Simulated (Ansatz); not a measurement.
Wires are cut from relaxed bulk BAs (F-43m, 13.55 Å³/atom, gap on the mesh 1.08 eV); atoms and period are relaxed, and energies count from that bulk.

These are results of DFT PBEsol, scalar-relativistic, plane waves, PAW (Ansatz), not measurements.

Cutoff 420 eV, Gaussian smearing of 0.05 eV, energies at zero smearing, symmetry of each start kept, collinear spin where a moment is listed.

| start | atoms | k mesh | excess energy (eV per host atom) | line energy (eV/Å) | period (Å) | gap on the mesh (eV) | size of the moment (μB per cell) |
| --- | --- | --- | --- | --- | --- | --- | --- |
| [111] wire, 8 host atoms a period | 8 | 1×1×4 | 1.054 | 1.181 | 7.141 | 0.30 | 0.00 |
| [111] wire, 20 host atoms a period* | 20 | 1×1×4 | 0.680 | 1.686 | 8.061 | 0.19 | 0.00 |

* ends far from its start.

Gaps under about 0.2 eV rest on few k points and may close between them. Each run keeps its start's symmetry and one magnetic start, so lower states can exist.

Cost: 2 runs of about 110 core-minutes in all, on Intel Xeon Platinum 8488C (Sapphire Rapids) (shared hosts).